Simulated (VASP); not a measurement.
# W (Im-3m) in VASP: a series of runs

One crystal, W, is run at these levels: PBE; tasks: single point.

All numbers are computed with VASP 6.6.1; they aren't measurements. Logs are shortened: lines on timing, memory, paths and dates and some standing lists are left out, and cuts for length are marked.

### Step 1. The structure

The structure is cubic, space group Im-3m (No. 229). Conventional cell: a = 3.165 Å, b = 3.165 Å, c = 3.165 Å, α = 90.00°, β = 90.00°, γ = 90.00°. W (site symmetry m-3m) has 8 W at 2.74 Å as nearest neighbours.

### Step 2. Single point, PBE

INCAR reads:

```
SYSTEM = W
ADDGRID = .False. ; ALGO = Normal
EDIFF = 1E-7 ; ENCUT = 520
GGA = PE ; ISIF = 2
ISMEAR = 1 ; LASPH = .True.
LCHARG = .False. ; LREAL = .False.
LWAVE = .False. ; NELM = 100
PREC = Accurate ; SIGMA = 0.2
```

KPOINTS reads:

```
k-points
0
Gamma
  15 15 15
  0 0 0
```

POSCAR reads:

```
W
1.0
   -1.5823450000      1.5823450000      1.5823450000
    1.5823450000     -1.5823450000      1.5823450000
    1.5823450000      1.5823450000     -1.5823450000
W
1
Direct
    0.0000000000      0.0000000000      0.0000000000
```

Potentials or basis: VASP PAW PBE potentials, release 64 (W).

Launch:

```console
cat potpaw_PBE.64/W/POTCAR > POTCAR
mpirun -np 1 vasp_std > vasp.out
```

OUTCAR:

```text
SYSTEM = W
   EDIFF = 1E-7
   ENCUT = 520
   GGA = PE
   ISIF = 2
   ISMEAR = 1
   LASPH = .True.
   LREAL = .False.
   NELM = 100
   PREC = Accurate

 Found    120 irreducible k-points:

 Following reciprocal coordinates:
            Coordinates               Weight
  0.000000  0.000000  0.000000      1.000000
  0.066667  0.000000  0.000000     12.000000
  0.133333  0.000000  0.000000     12.000000
  0.200000  0.000000  0.000000     12.000000
  0.266667  0.000000  0.000000     12.000000
  0.333333  0.000000  0.000000     12.000000
   k-points           NKPTS =    120   k-points in BZ     NKDIM =    120   number of bands    NBANDS=      7
   number of dos      NEDOS =    301   number of ions     NIONS =      1
   total plane-waves  NPLWV =   8000
   dimension x,y,z NGX =    20 NGY =   20 NGZ =   20
   dimension x,y,z NGXF=    40 NGYF=   40 NGZF=   40
   ions per type =               1
   NGX,Y,Z   is equivalent  to a cutoff of  12.13, 12.13, 12.13 a.u.
   NGXF,Y,Z  is equivalent  to a cutoff of  24.26, 24.26, 24.26 a.u.
 SYSTEM =  W
   PREC   = accura    normal or accurate (medium, high low for compatibility)
   ISTART =      0    job   : 0-new  1-cont  2-samecut
   ICHARG =      2    charge: 1-file 2-atom 10-const
   ISPIN  =      1    spin polarized calculation?
   LNONCOLLINEAR =      F non collinear calculations
   LSORBIT =      F    spin-orbit coupling
   LASPH  =      T    aspherical Exc in radial PAW
   ENCUT  =  520.0 eV  38.22 Ry    6.18 a.u.   5.10  5.10  5.10*2*pi/ulx,y,z
   NELM   =    100;   NELMIN=  2; NELMDL= -5     # of ELM steps
   EDIFF  = 0.1E-06   stopping-criterion for ELM
   LREAL  =      F    real-space projection
   EDIFFG = 0.1E-05   stopping-criterion for IOM
   NSW    =      0    number of steps for IOM
   IBRION =     -1    ionic relax: 0-MD 1-quasi-New 2-CG
   NFREE  =      0    steps in history (QN), initial steepest desc. (CG)
   ISIF   =      2    stress and relaxation
   ISYM   =      2    0-nonsym 1-usesym 2-fastsym
   POTIM  = 0.5000    time-step for ionic-motion
   TEBEG  =    0.0;   TEEND  =   0.0 temperature during run
   PSTRESS=    0.0 pullay stress
   NELECT =       6.0000    total number of electrons
   NUPDOWN=      -1.0000    fix difference up-down
   EMIN   =  10.00;   EMAX   =-10.00  energy-range for DOS
   EFERMI =   0.00;   METHOD = LEGACY
   ISMEAR =     1;   SIGMA  =   0.20  broadening in eV -4-tet -1-fermi 0-gaus
   EFERMI_NEDOS =   21; number of points for ismear=-14 and -15
   IALGO  =     38    algorithm
   IMIX   =      4    mixing-type and parameters
     AMIX     =   0.40;   BMIX     =  1.00
     AMIX_MAG =   1.60;   BMIX_MAG =  1.00
  volume/ion in A,a.u.               =      15.85       106.94
  Fermi-wavevector in a.u.,A,eV,Ry     =   1.184325  2.238049 19.083867  1.402625
  Thomas-Fermi vector in A             =   2.320541
   LORBIT       =      0    0 simple, 1 ext, 2 COOP (PROOUT), +10 PAW based schemes
   GGA     = PE    functional components
   LHFCALC =     F    Hartree Fock is set to
   AEXX    =    0.0000 exact exchange contribution
   IVDW    =     0    specifies the selected vdW correction
   LEPSILON=     F    determine dielectric tensor
   LRPA    =     F    only Hartree local field effects (RPA)
 non-spin polarized calculation
 Methfessel and Paxton  Order N= 1 SIGMA  =   0.20
  energy-cutoff  :      520.00
  volume of cell :       15.85
 maximum number of plane-waves:       438
   NGX = 11   NGY = 11   NGZ = 11

 number of electron       6.0000001 magnetization

 Free energy of the ion-electron system (eV)
  ---------------------------------------------------
  ext. energy  EPLUGINS =         0.00000000
  ---------------------------------------------------
  free energy    TOTEN  =       -13.01854847 eV

  energy without entropy =      -13.02056281  energy(sigma->0) =      -13.01921992

 E-fermi :   7.7911     XC(G=0): -13.1446

 val. band max:        7.7600296119   @ k =  -0.3333   0.4000   0.2667
 cond. band min:       7.9062651964   @ k =  -0.2667   0.2667   0.1333
 fundamental gap:      0.1462355845
 Fermi energy:         7.7911209840

 k-point     1 :       0.0000    0.0000    0.0000
  band No.  band energies     occupation
      1      -1.7953      2.00000
      2       6.5677      2.00000
      3       6.5677      2.00000
      4       6.5677      2.00000
      5      10.0458     -0.00000
      6      10.0458     -0.00000
      7      23.0498      0.00000

 k-point     2 :       0.0667    0.0000    0.0000
  band No.  band energies     occupation
      1      -1.5858      2.00000
      2       6.4389      2.00000
      3       6.5391      2.00000
      4       6.7764      2.00000
      5       9.8458     -0.00000
      6      10.0494     -0.00000
      7      23.2285      0.00000

 k-point     3 :       0.1333    0.0000    0.0000
  band No.  band energies     occupation
      1      -0.9888      2.00000
      2       6.0943      2.00000
      3       6.4021      2.00000
      4       7.3924      2.01632
      5       9.4775     -0.00000
      6      10.0732     -0.00000
      7      23.6172      0.00000

 k-point     4 :       0.2000    0.0000    0.0000
  band No.  band energies     occupation
      1      -0.1132      2.00000
      2       5.6303      2.00000
      3       6.1236      2.00000
      4       8.3845     -0.00022
      5       9.3294     -0.00000
      6      10.1465     -0.00000
      7      23.6632      0.00000

 k-point     5 :       0.2667    0.0000    0.0000
  band No.  band energies     occupation
      1       0.8043      2.00000
      2       5.1489      2.00000
      3       5.9566      2.00000
      4       9.4907     -0.00000
      5       9.6930     -0.00000
      6      10.2918     -0.00000
      7      22.8167      0.00000

 k-point     6 :       0.3333    0.0000    0.0000
  band No.  band energies     occupation
      1       1.4063      2.00000
      2       4.7291      2.00000
      3       6.3425      2.00000
      4       9.7927     -0.00000
      5      10.5035     -0.00000
      6      11.2080     -0.00000
      7      21.5462      0.00000

 [... further k-points ...]

------------------------ aborting loop because EDIFF is reached ----------------------------------------

  FORCE on cell =-STRESS in cart. coord.  units (eV):
  Direction    XX          YY          ZZ          XY          YZ          ZX
  --------------------------------------------------------------------------------------
  -------------------------------------------------------------------------------------
  Total        0.2211350      0.2211350      0.2211350     -0.0000000      0.0000000     -0.0000000
  in kB       22.3565372     22.3565372     22.3565372     -0.0000000      0.0000000     -0.0000000
  external PRESSURE =      22.3565372 kB  Pullay stress =       0.0000000 kB

 VOLUME and BASIS-vectors are now :
 -----------------------------------------------------------------------------
  energy-cutoff  :      520.00
  volume of cell :       15.85
      direct lattice vectors                 reciprocal lattice vectors
    -1.582345000  1.582345000  1.582345000     0.000000000  0.315986716  0.315986716
     1.582345000 -1.582345000  1.582345000     0.315986716  0.000000000  0.315986716
     1.582345000  1.582345000 -1.582345000     0.315986716  0.315986716  0.000000000

 POSITION                                       TOTAL-FORCE (eV/Angst)
 -----------------------------------------------------------------------------------
      0.00000      0.00000      0.00000         0.000000      0.000000     -0.000000
 -----------------------------------------------------------------------------------
    total drift:                               -0.000000     -0.000000     -0.000000

  FREE ENERGIE OF THE ION-ELECTRON SYSTEM (eV)
  ---------------------------------------------------
  free  energy   TOTEN  =       -13.0185484747 eV

  energy  without entropy=      -13.0205628139  energy(sigma->0) =      -13.01921992
```

Run time: 6.1 s. Hardware: 1 thread of AMD EPYC 9R45 (Zen 5), shared host; peak memory 0.1 GiB.

The run converged, but some of its settings lie outside the range that counts as converged, so its numbers aren't taken as properties of the crystal.

Results:

```
Free energy            : -13.0185 eV
Pressure               : 2.2 GPa
Band gap on the k mesh : none (metal or under the smearing width)
```

### Step 3. Single point, PBE

INCAR, as its differences from that of step 2:

```diff
@@ -7,2 +7,2 @@
 LWAVE = .False. ; NELM = 100
-PREC = Accurate ; SIGMA = 0.2
+PREC = Low ; SIGMA = 0.2
```

KPOINTS is that of step 2.

POSCAR is that of step 2.

Potentials or basis: VASP PAW PBE potentials, release 64 (W).

Launch:

```console
cat potpaw_PBE.64/W/POTCAR > POTCAR
mpirun -np 1 vasp_std > vasp.out
```

Wall time 3.9 s (1 thread of AMD EPYC 9R45 (Zen 5), shared host); peak memory 0.08 GiB.

These settings aren't checked as converged: the numbers below hold their error.

Results:

| Item | Value |
| --- | --- |
| Free energy | -13.0186 eV |
| Pressure | 2.3 GPa |
| Band gap on the k mesh | none (metal or under the smearing width) |

### Step 4. Single point, PBE

INCAR, as its differences from that of step 3:

```diff
@@ -7,2 +7,2 @@
 LWAVE = .False. ; NELM = 100
-PREC = Low ; SIGMA = 0.2
+PREC = Normal ; SIGMA = 0.2
```

KPOINTS is that of step 3.

POSCAR is that of step 3.

Launch:

```console
cat potpaw_PBE.64/W/POTCAR > POTCAR
mpirun -np 1 vasp_std > vasp.out
```

Wall time 4 s (1 thread of AMD EPYC 9R45 (Zen 5), shared host); peak memory 0.09 GiB.

The run converged, but some of its settings lie outside the range that counts as converged, so its numbers aren't taken as properties of the crystal.

Results:

| Quantity | Value |
| --- | --- |
| Free energy | -13.0185 eV |
| Pressure | 2.2 GPa |
| Band gap on the k mesh | none (metal or under the smearing width) |

### Step 5. The reference run

An earlier run on the cell as given: functional PBE; potentials or basis VASP PAW PBE potentials, release 64 (W_sv); cutoff 520 eV; k mesh 12 × 12 × 12; occupations fermi-dirac, width 0.05 eV; no spin polarisation.

* Pressure: 6.4 GPa
* Band gap on the k mesh: none (metal or under the smearing width)
